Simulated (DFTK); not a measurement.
The system is Sb.

```
Sb
1.0
     2.15420    1.24373    3.75800
    -2.15420    1.24373    3.75800
     0.00000   -2.48746    3.75800
Sb
2
Direct
  0.76651 0.76651 0.76651
  0.23349 0.23349 0.23349
```

Base run:

| Quantity | Value |
| --- | --- |
| Program | DFTK 0.8.2 |
| Functional | PBEsol |
| Potentials or basis | dojo.nc.sr.pbesol.v0_4_1.standard.upf (PBEsol) |
| Cutoff | 1088 eV |
| k mesh | 8 × 8 × 8 |
| Occupations | fermi-dirac, width 0.05 eV |
| Spin | no spin polarisation |

Its results: band gap on the k mesh none (metal or under the smearing width); pressure 0.0 GPa; largest force 0.123 eV/Å.

**Question.** After a change of settings the same cell gave: band gap on the k mesh none (metal or under the smearing width); pressure -1.3 GPa; largest force 0.034 eV/Å. Which change was it?
A. potentials or basis from dojo.nc.sr.pbesol.v0_4_1.standard.upf (PBEsol) to cp2k.nc.sr.pbe.v0_1.largecore.gth (PBE, GTH); cutoff from 1088 eV to 735 eV; valence electrons from 30 to 10
B. functional from PBEsol to LDA; potentials or basis from dojo.nc.sr.pbesol.v0_4_1.standard.upf (PBEsol) to cp2k.nc.sr.lda.v0_1.semicore.gth (LDA, GTH); cutoff from 1088 eV to 735 eV; valence electrons from 30 to 10
C. potentials or basis from dojo.nc.sr.pbesol.v0_4_1.standard.upf (PBEsol) to SG15 1.2 (PBE); cutoff from 1088 eV to 1225 eV; k mesh from 8 × 8 × 8 to 6 × 6 × 6
D. functional from PBEsol to PBE; potentials or basis from dojo.nc.sr.pbesol.v0_4_1.standard.upf (PBEsol) to dojo.nc.sr.pbe.v0_4_1.standard.upf (PBE)

**Answer.** B.

Caveats: GTH potentials come without recommended cutoffs, and this one wasn't checked for convergence (some runs).

Not every run made on this cell is shown here.
